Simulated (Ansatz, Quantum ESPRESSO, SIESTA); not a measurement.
# One calculation of Ge, 3 ways

```
CELL_PARAMETERS angstrom
3.99759 0.00000 0.00000
-1.99879 3.46201 0.00000
0.00000 0.00000 6.59938
ATOMIC_POSITIONS crystal
Ge 0.33333 0.66667 0.93710
Ge 0.66667 0.33333 0.43710
Ge 0.33333 0.66667 0.56290
Ge 0.66667 0.33333 0.06290
```

This isn't the form of Ge at room conditions, which is diamond.

Alike in all runs: task band structure; functional LDA; k mesh 8 × 8 × 4; occupations fermi-dirac, width 0.05 eV; no spin polarisation; no spin-orbit coupling. A missing gap at this level doesn't show that the real crystal is a metal. LDA stands for any of its common fits. Pressure is positive in compression and, in plane waves, holds the error of the finite cutoff.

```
                                                                                   program and potentials  plane-wave cutoff (eV)         notes  band gap (eV)  pressure (GPa)
                                                           Ansatz, all-electron LAPW, scalar-relativistic                       -             -         no gap           -1.90
SIESTA, files PseudoDojo sr-lda-0.4.1-standard, DZP (energy shift 0.003 Ry; two zetas on semicore shells)                       -  atomic basis         no gap           -0.87
                                                                           Quantum ESPRESSO, GBRV 1.5 LDA                     612             -         no gap           -2.13
```

None finds a gap. The pressure spans -2.13 (Quantum ESPRESSO, GBRV 1.5 LDA) to -0.87 GPa (SIESTA, files PseudoDojo sr-lda-0.4.1-standard, DZP (energy shift 0.003 Ry; two zetas on semicore shells)), with all-electron results at -1.90. Rows in atomic bases carry the error of their basis and grid, which can be large.

The functional is the same throughout but for its coding, so the spread measures potentials, basis and numerics; runs on potential files found faulty are left out.
